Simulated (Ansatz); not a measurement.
# As (Pm-3m) in Ansatz: settings compared

The runs below take As through relaxation of cell and atoms, with PBEsol+D3(BJ)-ATM, PBEsol+D4.

Everything below comes from runs of Ansatz 0.2.0. Logs are shortened: lines on timing, memory, paths and dates and some standing lists are left out, and cuts for length are marked.

## 1. Starting point

Symmetry: Pm-3m, No. 221, cubic system. The conventional cell has a = 2.704 Å, b = 2.704 Å, c = 2.704 Å, α = 90.00°, β = 90.00°, γ = 90.00°. As (site symmetry m-3m) is surrounded by 6 As at 2.70 Å.

This isn't the form of As at room conditions, which is rhombohedral.

## 2. Relaxation of cell and atoms, PBEsol+D3(BJ)-ATM

Input file input.yaml:

```yaml
crystal:
  lattice:
    - [2.7036817444, 0.0, 0.0]
    - [0.0, 2.7036817444, 0.0]
    - [0.0, 0.0, 2.7036817444]
  atoms:
    - { symbol: As, position: [0.5, 0.5, 0.5] }
hamiltonian:
  xc: pbesol
  pseudopotentials: { kind: paw }
  dispersion: d3bjatm
kpoints:
  mp_grid: { grid: [10, 10, 10] }
scf:
  occupations: { method: fermi_dirac, width: 0.05 }
output:
  forces: true
  stress: true
  eigenvalues: true
relax:
  f_tol: 0.01
  max_steps: 40
  cell: { stress_tol: 0.05 }
```

Potentials or basis: Ansatz PAW.

On the command line:

```sh
> ansatz run input.yaml --threads 2 --pin off --max-ram 5632MiB --backend cpu --events-out ev --progress --plain --runs-dir out
```

What it wrote:

```text
Warning: RAYON_NUM_THREADS=2 ignored (pool sized by the plan → 2); use --threads N
Engine: ansatz 0.2.0, aarch64-unknown-linux-gnu
Pseudopotentials: kind: paw
Pseudopotential: As, paw, valence charge 15, recommended cutoff 420 eV (normal), As.paw.azcp
Functional definition: PBEsol
  exchange = pbesol_x
  correlation = pbesol_c
Crystal: 1 atoms, lattice volume = 19.764 Å³
Basis set: ecut = 420 eV, 389 PW (Γ), exchange–correlation on 40×40×40 points (8 copies of the dense FFT grid, shifted against one another)
Bands: 12, of which v1, the nominal top of the filled ones, is band 8 counted from 1 (7 counted from 0)
Symmetry: 48 space group operations
Space group: Pm-3m (ITA 221), of the structure as read, at distance tolerance 2.7e-5 Å
k-points: 56 of 1000
Non-local potential: As, projectors of the file, l = 0: 2, l = 1: 2, l = 2: 3, l = 3: 1
PAW form: soft (Blöchl's): semilocal exchange-correlation on the pseudo side does not see the compensation charge
PAW frozen core: As, regenerated for the run's functional, and the local potential with it (the file was generated under x = pbe(κ = 0.804, μ = 0.2195149727645171), c = pbe(β = 0.06672455060314922))
PAW one-centre angular grid: As, 590 points (default); XC on 64 Gauss nodes
Initial density: superposition of atomic densities (neutral atoms: chi_scale 0, normalization atom), corrected by the library's trained network
Initial wavefunctions: pseudopotential atomic-orbital guess
Functional: x = pbesol(κ = 0.804, μ = 0.12345679012345678), c = pbesol(β = 0.046)
SCF iter   1: F=—  HF=-4813.331987 eV  |F-HF|=—  |Δ(HF+E_count)|=         —  Δρ=8.48e-4  dr2=4.45e-5  ethr=1.77e-3  ⟨swp⟩=5.5  Hψ=3995  notcnv=0
preconditioner: auto → none  [metal: Δε(μ)=0.044 eV  Ē_g=15.055 eV  σ=0.050 eV  W_gap=0.21  n_scr=6 (ndim 8)  ℏωp=18.7 eV  f_vac=0.001  D(μ)=0.32/eV (n_scr^D=0)  sad-step TF]
SCF iter   2: F=—  HF=-4813.331658 eV  |F-HF|=—  |Δ(HF+E_count)|=   3.29e-4  Δρ=4.39e-4  dr2=1.35e-5  ethr=2.97e-7  ⟨swp⟩=2.1  Hψ=1553  notcnv=0
SCF iter   3: F=—  HF=-4813.331670 eV  |F-HF|=—  |Δ(HF+E_count)|=   1.20e-5  Δρ=1.55e-4  dr2=2.13e-6  ethr=9.00e-8  ⟨swp⟩=2.1  Hψ=1048  notcnv=0
SCF iter   4: F=—  HF=-4813.331674 eV  |F-HF|=—  |Δ(HF+E_count)|=   3.50e-6  Δρ=4.03e-5  dr2=3.53e-7  ethr=1.42e-8  ⟨swp⟩=2.0  Hψ=1071  notcnv=0
SCF iter   5: F=—  HF=-4813.331673 eV  |F-HF|=—  |Δ(HF+E_count)|=   4.02e-7  Δρ=2.02e-5  dr2=9.13e-8  ethr=2.35e-9  ⟨swp⟩=2.0  Hψ=1040  notcnv=0
SCF iter   6: F=-4813.331673 eV  HF=-4813.331673 eV  |F-HF|=2.76e-9  |Δ(HF+E_count)|=   1.16e-7  Δρ=2.18e-6  dr2=1.01e-9  ethr=6.09e-10  ⟨swp⟩=5.4  Hψ=2956  notcnv=0
SCF 1 converged in 6 iterations: F = -4813.331673 eV  dr2 = 1.01e-9
relax step   1: F+E_penalty+E_count = -4813.33167298 eV  Δ(F+E_penalty+E_count) = +0.000e0 eV  max|allowed force component| = 0.000e0 eV/Å  Δτ_max = 0.0000 Å  P = -4.433 GPa  Ω = 19.764 Å³  (6 SCF iters, dr2 threshold 1.00e-7 eV, accepted)
Crystal: 1 atoms, lattice volume = 18.387 Å³
Basis set: ecut = 420 eV, 365 PW (Γ), exchange–correlation on 40×40×40 points (8 copies of the dense FFT grid, shifted against one another)
Initial density: handed on by an earlier stage of this run
Initial wavefunctions: those handed on with the density
iter 1 solved again at ethr=9.75e-6 eV; its pass at ethr=3.10e-3 eV (dr2=1.46e-3 eV) is discarded
SCF iter   1: F=—  HF=-4813.343194 eV  |F-HF|=—  |Δ(HF+E_count)|=         —  Δρ=2.68e-3  dr2=1.46e-3  ethr=9.75e-6  ⟨swp⟩=1.5  Hψ=5021  notcnv=0
preconditioner: auto → none  [insulator: Δε(μ)=0.146 eV  Ē_g=15.643 eV  σ=0.050 eV  W_gap=0.56  n_scr=6 (ndim 8)  ℏωp=19.4 eV  f_vac=0.000  D(μ)=0.30/eV (n_scr^D=0)  ε∞_Penn≈2.5]
SCF iter   2: F=—  HF=-4813.343077 eV  |F-HF|=—  |Δ(HF+E_count)|=   1.17e-4  Δρ=1.27e-3  dr2=2.83e-4  ethr=9.74e-6  ⟨swp⟩=1.7  Hψ=812  notcnv=0
SCF iter   3: F=—  HF=-4813.343106 eV  |F-HF|=—  |Δ(HF+E_count)|=   2.85e-5  Δρ=1.72e-4  dr2=4.43e-6  ethr=1.89e-6  ⟨swp⟩=1.1  Hψ=699  notcnv=0
SCF iter   4: F=—  HF=-4813.343098 eV  |F-HF|=—  |Δ(HF+E_count)|=   7.42e-6  Δρ=4.96e-5  dr2=1.95e-7  ethr=2.95e-8  ⟨swp⟩=2.0  Hψ=1094  notcnv=0
SCF iter   5: F=-4813.343098 eV  HF=-4813.343098 eV  |F-HF|=2.73e-10  |Δ(HF+E_count)|=   7.50e-8  Δρ=2.26e-6  dr2=4.28e-10  ethr=6.67e-10  ⟨swp⟩=4.9  Hψ=2915  notcnv=0
SCF 2 converged in 5 iterations: F = -4813.343098 eV  dr2 = 4.28e-10
relax step   2: F+E_penalty+E_count = -4813.34309840 eV  Δ(F+E_penalty+E_count) = -1.143e-2 eV  max|allowed force component| = 0.000e0 eV/Å  Δτ_max = 0.0000 Å  P = +2.293 GPa  Ω = 18.387 Å³  energy of the carried Pulay correction = +2.434e-4 eV  (5 SCF iters, dr2 threshold 1.00e-7 eV, accepted)
Crystal: 1 atoms, lattice volume = 18.834 Å³
iter 1 solved again at ethr=1.26e-6 eV; its pass at ethr=3.10e-3 eV (dr2=1.88e-4 eV) is discarded
SCF iter   1: F=—  HF=-4813.345851 eV  |F-HF|=—  |Δ(HF+E_count)|=         —  Δρ=9.15e-4  dr2=1.78e-4  ethr=1.26e-6  ⟨swp⟩=2.1  Hψ=4924  notcnv=0
preconditioner: auto → none  [insulator: Δε(μ)=0.128 eV  Ē_g=15.437 eV  σ=0.050 eV  W_gap=0.50  n_scr=6 (ndim 8)  ℏωp=19.1 eV  f_vac=0.000  D(μ)=0.32/eV (n_scr^D=0)  ε∞_Penn≈2.5]
SCF iter   2: F=—  HF=-4813.345842 eV  |F-HF|=—  |Δ(HF+E_count)|=   9.42e-6  Δρ=4.39e-4  dr2=3.54e-5  ethr=1.19e-6  ⟨swp⟩=1.9  Hψ=910  notcnv=0
SCF iter   3: F=—  HF=-4813.345844 eV  |F-HF|=—  |Δ(HF+E_count)|=   2.60e-6  Δρ=6.06e-5  dr2=5.83e-7  ethr=2.36e-7  ⟨swp⟩=1.5  Hψ=843  notcnv=0
SCF iter   4: F=-4813.345844 eV  HF=-4813.345844 eV  |F-HF|=7.99e-9  |Δ(HF+E_count)|=   5.78e-7  Δρ=1.67e-5  dr2=2.29e-8  ethr=6.67e-10  ⟨swp⟩=5.1  Hψ=3179  notcnv=0
SCF 3 converged in 4 iterations: F = -4813.345844 eV  dr2 = 2.29e-8
relax step   3: F+E_penalty+E_count = -4813.34584373 eV  Δ(F+E_penalty+E_count) = -2.745e-3 eV  max|allowed force component| = 0.000e0 eV/Å  Δτ_max = 0.0000 Å  P = -0.208 GPa  Ω = 18.834 Å³  energy of the carried Pulay correction = +1.624e-4 eV  (4 SCF iters, dr2 threshold 1.00e-7 eV, accepted)
Crystal: 1 atoms, lattice volume = 18.796 Å³
iter 1 solved again at ethr=8.59e-9 eV; its pass at ethr=3.10e-3 eV (dr2=1.29e-6 eV) is discarded
SCF iter   1: F=—  HF=-4813.345879 eV  |F-HF|=—  |Δ(HF+E_count)|=         —  Δρ=7.42e-5  dr2=1.22e-6  ethr=8.59e-9  ⟨swp⟩=2.1  Hψ=4764  notcnv=0
preconditioner: auto → none  [insulator: Δε(μ)=0.130 eV  Ē_g=15.456 eV  σ=0.050 eV  W_gap=0.51  n_scr=6 (ndim 8)  ℏωp=19.2 eV  f_vac=0.000  D(μ)=0.32/eV (n_scr^D=0)  ε∞_Penn≈2.5]
SCF iter   2: F=—  HF=-4813.345876 eV  |F-HF|=—  |Δ(HF+E_count)|=   2.60e-6  Δρ=3.40e-5  dr2=2.19e-7  ethr=8.10e-9  ⟨swp⟩=1.9  Hψ=947  notcnv=0
SCF iter   3: F=-4813.345876 eV  HF=-4813.345876 eV  |F-HF|=6.88e-9  |Δ(HF+E_count)|=   3.62e-9  Δρ=4.74e-6  dr2=3.92e-9  ethr=6.67e-10  ⟨swp⟩=4.6  Hψ=2439  notcnv=0
SCF 4 converged in 3 iterations: F = -4813.345876 eV  dr2 = 3.92e-9
relax step   4: F+E_penalty+E_count = -4813.34587630 eV  Δ(F+E_penalty+E_count) = -3.258e-5 eV  max|allowed force component| = 0.000e0 eV/Å  Δτ_max = 0.0000 Å  P = -0.008 GPa  Ω = 18.796 Å³  energy of the carried Pulay correction = +1.692e-4 eV  (3 SCF iters, dr2 threshold 1.00e-7 eV, accepted)
Basis set: ecut = 420 eV, 365 PW (Γ), exchange–correlation on 36×36×36 points (8 copies of the dense FFT grid, shifted against one another)
Initial wavefunctions: pseudopotential atomic-orbital guess (no wavefunctions were taken with the density)
iter 1 solved again at ethr=2.13e-8 eV; its pass at ethr=3.10e-3 eV (dr2=3.20e-6 eV) is discarded
SCF iter   1: F=—  HF=-4813.345709 eV  |F-HF|=—  |Δ(HF+E_count)|=         —  Δρ=2.87e-5  dr2=4.01e-8  ethr=2.13e-8  ⟨swp⟩=2.9  Hψ=5734  notcnv=0
SCF iter   2: F=—  HF=-4813.345719 eV  |F-HF|=—  |Δ(HF+E_count)|=   9.63e-6  Δρ=1.98e-5  dr2=3.05e-8  ethr=2.67e-10  ⟨swp⟩=2.0  Hψ=1095  notcnv=0
SCF iter   3: F=—  HF=-4813.345719 eV  |F-HF|=—  |Δ(HF+E_count)|=   4.42e-9  Δρ=6.78e-6  dr2=2.76e-9  ethr=2.03e-10  ⟨swp⟩=1.4  Hψ=737  notcnv=0
SCF iter   4: F=—  HF=-4813.345719 eV  |F-HF|=—  |Δ(HF+E_count)|=   1.42e-9  Δρ=7.33e-7  dr2=4.62e-11  ethr=1.84e-11  ⟨swp⟩=2.3  Hψ=1100  notcnv=0
SCF iter   5: F=-4813.345719 eV  HF=-4813.345719 eV  |F-HF|=1.82e-12  |Δ(HF+E_count)|=  7.28e-12  Δρ=2.66e-8  dr2=7.79e-14  ethr=1.00e-12  ⟨swp⟩=4.7  Hψ=2172  notcnv=0
SCF 5 converged in 5 iterations: F = -4813.345719 eV  dr2 = 7.79e-14
relax step   5: F+E_penalty+E_count = -4813.34571859 eV  Δ(F+E_penalty+E_count) = +1.577e-4 eV  max|allowed force component| = 0.000e0 eV/Å  Δτ_max = 0.0000 Å  P = -0.010 GPa  Ω = 18.796 Å³  stress off target by 1.02e-2 GPa  SCF on the basis re-selected at this cell (its energy is not comparable with the rows above)  (5 SCF iters)
basis re-selected at this cell: Δ(F+E_penalty+E_count) = +1.577e-4 eV, ΔP = -0.002 GPa vs the last step (what re-selecting the basis moved, of the pressure what is left beyond the Pulay correction that the steps carried, after the strain that the cell walked since its last selection, with what the two solves' SCF thresholds leave and, on support functions, any second-order correction that the steps lacked; it is no measure of the basis error at this ecutwfc). The dense FFT grid was sized anew with the basis: this SCF ran on 18×18×18 points, the steps before it on 20×20×20, so part of this shift can come from that change (see relax.cell in the input reference). This SCF's stress stands 1.02e-2 GPa from its target on what of the cell is left free (relax.cell.stress_tol is 5.00e-2 GPa) and its largest allowed force component is 0.00e0 eV/Å (relax.f_tol is 1.00e-2 eV/Å): within both
SCF converged after 5 iterations
Free energy (F): -4813.345719 eV
Harris-Foulkes:  -4813.345719 eV  (|F-HF|=1.82e-12)
Internal energy: -4813.343136 eV  (E = F + TS)
E sigma→0 (E₀):  -4813.344427 eV
Entropy (-TS):   -0.002583 eV (-2.583 meV/atom)
Fermi energy:    12.406980 eV
--- Per-component energies (eV) ---
  E_band       = -204.984579
  E_kinetic    = 103.644322
  E_local      = -1505.426719  (includes V_loc(G=0)·N_el)
  E_nonlocal   = -668.165537
  E_hartree    = 856.734952
  E_xc         = -79.278526
  E_vxc        = -79.995717  (∫ρ·V_xc dr)
  E_paw        = -1792.731601  (= ΣΔE_a)
  E_vpaw       = 231.489149  (= ΣTr[D̂ρ^β])
  E_aug_tail   = 0.000009  (compensation charges beyond the density's cutoff)
  E_ewald      = -1728.694892
  E_disp       = -0.391574  (pairwise vdW)
  E_core_change = 0.966429  (= ΣΔE_core)
  E_smearing   = -0.002583  (= −TS)
  E_closure    = -0.000000  (closes the sum)
  Σ components = -4813.345719   (vs F -4813.345719, Δ=0.00e0)
--- Forces (eV/Å), atoms counted from 1 ---
  atom   1  As    -0.00000000    -0.00000000    -0.00000000
  max |Σ_I F_I| component: 3.29e-32 eV/Å
--- Stress (GPa, compression-positive) ---
       -0.010235       0.000000       0.000000
        0.000000      -0.010235       0.000000
        0.000000       0.000000      -0.010235
  P = ⅓ Tr σ = -0.0102 GPa (-0.102 kbar)
--- Band table (eV; the first three rows and the last of 56) ---
  k-point 0: bands = ["-23.6198", "-23.6198", "-23.4967", "-23.4967", "-23.4967", "-3.0127", "16.7846", "16.7846", "16.7846", "21.1003", "21.1003", "23.2954"]
  k-point 1: bands = ["-23.6193", "-23.6096", "-23.4997", "-23.4997", "-23.4964", "-2.8191", "14.6035", "16.9573", "16.9573", "21.2756", "22.4238", "24.6769"]
  k-point 2: bands = ["-23.6180", "-23.5827", "-23.5076", "-23.5076", "-23.4958", "-2.2471", "11.3884", "17.4519", "17.4519", "21.7910", "23.2757", "28.4702"]
  k-point 55: bands = ["-23.5639", "-23.5639", "-23.5639", "-23.4476", "-23.4476", "7.8793", "10.5381", "10.5381", "10.5381", "18.2911", "18.2911", "18.2911"]
--- Relaxed structure (4 steps of the walk, 4 accepted, 1 SCFs on fresh bases) ---
  F+E_penalty+E_count = -4813.34571859 eV   max|allowed force component| = 0.000e0 eV/Å   (the final SCF, on the basis selected at the relaxed cell)
  cell:  # Å, volume = 18.7963 Å³
    - [2.6588316857530714, 6.419766481290786e-35, 0.0]
    - [6.419766481290786e-35, 2.6588316857530714, 0.0]
    - [5.135813185032629e-34, 0.0, 2.658831685753071]
  atoms:
    - { symbol: As, position: [0.5, 0.5, 0.49999999999999994] }
```

Run time: 2.9 s. Hardware: 2 threads of Arm Neoverse V2, shared host; peak memory 0.27 GiB.

What came out:

```yaml
Free_energy: -4813.3457 eV
Relaxed_volume: 18.80 Å³/atom
Relaxed_cell: a = 2.659 Å, b = 2.659 Å, c = 2.659 Å, α = 90.00°, β = 90.00°, γ = 90.00°
Space_group_after_relaxing_to_0.05_Å: Pm-3m (No. 221)
Energy_gained_by_relaxing: 14.0 meV/atom
Ionic_steps: 5
Pressure_after_relaxing: 0.0 GPa
Band_gap_on_the_k_mesh: none (metal or under the smearing width)
```

The path:
```csv
step,energy change (eV),largest force (eV/Å),volume (Å³)
1,0.0000,0.0000,19.76
2,-0.0114,0.0000,18.39
3,-0.0142,0.0000,18.83
4,-0.0142,0.0000,18.80
5,-0.0140,0.0000,18.80
```

Final structure:
```xyz
1
Lattice="2.6588 0.0000 0.0000 0.0000 2.6588 0.0000 0.0000 0.0000 2.6588" Properties=species:S:1:pos:R:3 pbc="T T T"
As    1.3294    1.3294    1.3294
```

Caveat: the plane-wave basis is chosen anew once the cell has moved, so the energies of steps on either side of that aren't comparable; pairwise dispersion overbinds metals, which lowers pressure and volume; the PAW data sets come from PBE, with cores solved anew for the run's functional, which leaves a small shift of forces and pressure.

## 3. Relaxation of cell and atoms, PBEsol+D4

input.yaml: that of step 2 with these lines changed.

```diff
@@ -10,3 +10,3 @@
   pseudopotentials: { kind: paw }
-  dispersion: d3bjatm
+  dispersion: d4
 kpoints:
```

Potentials or basis: Ansatz PAW.

On the command line:

```sh
> ansatz run input.yaml --threads 2 --pin off --max-ram 5632MiB --backend cpu --events-out ev --progress --plain --runs-dir out
```

Wall time 2.9 s (2 threads of Arm Neoverse V2, shared host); peak memory 0.27 GiB.

The run converged. Its results:

```
Free energy                            : -4813.2461 eV
Relaxed volume                         : 18.95 Å³/atom
Relaxed cell                           : a = 2.666 Å, b = 2.666 Å, c = 2.666 Å, α = 90.00°, β = 90.00°, γ = 90.00°
Space group after relaxing (to 0.05 Å) : Pm-3m (No. 221)
Energy gained by relaxing              : 9.7 meV/atom
Ionic steps                            : 5
Pressure after relaxing                : 0.0 GPa
Band gap on the k mesh                 : none (metal or under the smearing width)
```

Step by step:
| step | energy change (eV) | largest force (eV/Å) | volume (Å³) |
| --- | --- | --- | --- |
| 1 | 0.0000 | 0.0000 | 19.76 |
| 2 | -0.0080 | 0.0000 | 18.61 |
| 3 | -0.0098 | 0.0000 | 18.98 |
| 4 | -0.0099 | 0.0000 | 18.95 |
| 5 | -0.0097 | 0.0000 | 18.95 |

Final structure:
```cif
data_structure
_symmetry_space_group_name_H-M 'P 1'
_symmetry_Int_Tables_number 1
_cell_length_a 2.6662
_cell_length_b 2.6662
_cell_length_c 2.6662
_cell_angle_alpha 90.000
_cell_angle_beta 90.000
_cell_angle_gamma 90.000
_cell_volume 18.95
loop_
_atom_site_label
_atom_site_type_symbol
_atom_site_fract_x
_atom_site_fract_y
_atom_site_fract_z
_atom_site_occupancy
As1 As 0.50000 0.50000 0.50000 1
```

Levels at points of the mesh, in eV from the Fermi level:
```tsv
k point	band 3	band 4	band 5	band 6	band 7	band 8	band 9	band 10	band 11	band 12
(0.00, 0.00, 0.00)	-35.90	-35.90	-35.90	-15.34	4.35	4.35	4.35	8.69	8.69	10.81
(0.00, 0.00, -0.50)	-35.93	-35.91	-35.89	-11.99	-7.26	6.80	6.80	11.61	14.29	15.24
(0.00, -0.50, -0.50)	-35.92	-35.92	-35.85	-8.49	-4.44	-4.44	2.28	9.13	17.45	18.31
(-0.50, -0.50, -0.50)	-35.96	-35.85	-35.85	-4.59	-1.85	-1.85	-1.85	5.90	5.90	5.90
```

Caveat: the plane-wave basis is chosen anew once the cell has moved, so the energies of steps on either side of that aren't comparable; pairwise dispersion overbinds metals, which lowers pressure and volume; the PAW data sets come from PBE, with cores solved anew for the run's functional, which leaves a small shift of forces and pressure.
